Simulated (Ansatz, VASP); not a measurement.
**Two plane-wave programs on SiO2**

File INCAR:

```
PREC = Accurate
ENCUT = 520
EDIFF = 1E-6
ISMEAR = 0
SIGMA = 0.05
LREAL = F
LASPH = T
NELM = 80
ALGO = Normal
ISIF = 2
LWAVE = F
LCHARG = F
NBANDS = 25
```

KPOINTS

```
Automatic mesh
0
Gamma
  6 6 10
```

The input POSCAR:

```
SiO2
1.0
    4.4078103764      0.0000000000      0.0000000000
    0.0000000000      4.4078103764      0.0000000000
    0.0000000000      0.0000000000      2.4406046054
Si O
2 4
Direct
    0.5000000000      0.5000000000      0.5000000000
    0.0000000000      0.0000000000      0.0000000000
    0.6944252994      0.6944252994      0.0000000000
    0.1944252994      0.8055747006      0.5000000000
    0.3055747006      0.3055747006      0.0000000000
    0.8055747006      0.1944252994      0.5000000000
```

Input for Ansatz:

```yaml
crystal:
  lattice:
    - [4.4078103764, 0.0, 0.0]
    - [0.0, 4.4078103764, 0.0]
    - [0.0, 0.0, 2.4406046054]
  atoms:
    - { symbol: Si, position: [0.5, 0.5, 0.5] }
    - { symbol: Si, position: [0.0, 0.0, 0.0] }
    - { symbol: O, position: [0.6944252994, 0.6944252994, 0.0] }
    - { symbol: O, position: [0.1944252994, 0.8055747006, 0.5] }
    - { symbol: O, position: [0.3055747006, 0.3055747006, 0.0] }
    - { symbol: O, position: [0.8055747006, 0.1944252994, 0.5] }
basis:
  ecutwfc: 520.0
kpoints:
  mp_grid: { grid: [6, 6, 10] }
hamiltonian:
  xc: lda
  pseudopotentials: { kind: paw, azcp: { folder: soft_1 } }
scf:
  occupations: { method: gaussian, width: 0.05 }
output:
  forces: true
  stress: true
  eigenvalues: true
```

Alike in both runs: task single point; functional LDA; k mesh 6 × 6 × 10; occupations gaussian, width 0.05 eV; no spin polarisation.

|  | VASP | Ansatz |
| --- | --- | --- |
| version | VASP 6.6.1 | Ansatz 0.2.0 |
| potentials or method | VASP PAW LDA potentials, release 64 (Si, O) | scalar-relativistic, plane waves, PAW |
| plane-wave cutoff (eV) | 520 | 520 |
| valence electrons in the cell | 32 | 32 |

Ansatz gave:

| Quantity | Value |
| --- | --- |
| gap on the k mesh at the Fermi level (eV) | 5.37 |
| least direct gap on the mesh (eV) | 5.37 |
| pressure (GPa) | 0.8 |
| largest component of the traceless stress (GPa) | 50.87 |
| rms of the force components (eV/Å) | 0.605 |

**Question.** Estimate VASP's values.

**Answer.** gap on the k mesh at the Fermi level (eV): 5.35; least direct gap on the mesh (eV): 5.35; pressure (GPa): 1.9; largest component of the traceless stress (GPa): 51.94; rms of the force components (eV/Å): 0.561.

Atom by atom the forces differ by 0.043 eV/Å (rms over components). Ansatz warned: «pseudo_functional_mismatch».

Caveats: forces of over 1 eV/Å show positions far from the minimum, so gaps and moduli don't describe the material at rest. A k mesh can miss the band edges.
